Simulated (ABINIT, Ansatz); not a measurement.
**Cost and result for the equilibrium volume of GaP**

**What was measured.** The equilibrium volume of GaP (F-43m) is reported as 20.24 Å³/atom (pmc:10995952, doi:10.1021/acs.cgd.3c01337). The runs below try to reproduce it.

Symmetry: F-43m, No. 216, cubic system. The conventional cell has a = 5.451 Å, b = 5.451 Å, c = 5.451 Å, α = 90.00°, β = 90.00°, γ = 90.00°. Ga (site symmetry -43m) has 4 P at 2.36 Å as nearest neighbours. P (site symmetry -43m) has 4 Ga at 2.36 Å as nearest neighbours.

```tsv
rung	level	program and potentials	cutoff (eV)	k mesh	spin	core time	chip	equilibrium volume (Å³/atom)	miss	notes
GGA	PBEsol	Ansatz, Ansatz PAW	420	6 × 6 × 6	off	5.2 s	Intel Xeon Platinum 8488C Sapphire Rapids	20.11	-0.6 %	potentials made for PBE, which Ansatz adapts in part
LDA	LDA	Ansatz, Ansatz PAW	420	8 × 8 × 8	off	13 s	Intel Xeon Platinum 8259CL Skylake/Cascade Lake	19.59	-3.2 %	potentials made for PBE, which Ansatz adapts in part
GGA	RPBE	Ansatz, Ansatz PAW	420	8 × 8 × 8	off	15 s	Intel Xeon Platinum 8259CL Skylake/Cascade Lake	21.43	+5.9 %	potentials made for PBE, which Ansatz adapts in part
GGA	BLYP	Ansatz, Ansatz PAW	420	8 × 8 × 8	off	16 s	Intel Xeon Platinum 8259CL Skylake/Cascade Lake	21.92	+8.3 %	potentials made for PBE, which Ansatz adapts in part
GGA + dispersion	revPBE+D3(BJ)	Ansatz, Ansatz PAW	420	8 × 8 × 8	off	17 s	Intel Xeon Skylake/Cascade Lake	19.90	-1.7 %	potentials made for PBE, which Ansatz adapts in part
GGA	PBE	ABINIT, JTH PAW PBE v2.0	544	6 × 6 × 6	SOC, no magnetisation	5.3 min	Intel Xeon	20.89	+3.2 %	-
```

Times are single runs on shared hosts and different chips, so they are rough; meshes, cutoffs and the tasks' sizes weigh on the time. Task: relaxation of cell and atoms. Meshes differ between rows, which moves values too. Meshes are those of the run's cell of 2 atoms unless a note names another. Relaxations start from the cell shown or near it and stop with a little pressure left. Misses use the values as printed. Runs on faulty files, with rough fits or with known faults for this quantity aren't shown.

By rung: LDA 19.59; GGA 20.11 to 21.92; GGA + dispersion 19.90 (Å³/atom). Measured: 20.24 Å³/atom (pmc:10995952, doi:10.1021/acs.cgd.3c01337). Closest is PBEsol (-0.6 %). The runs are for a static lattice, while measurements hold temperature and zero-point motion.
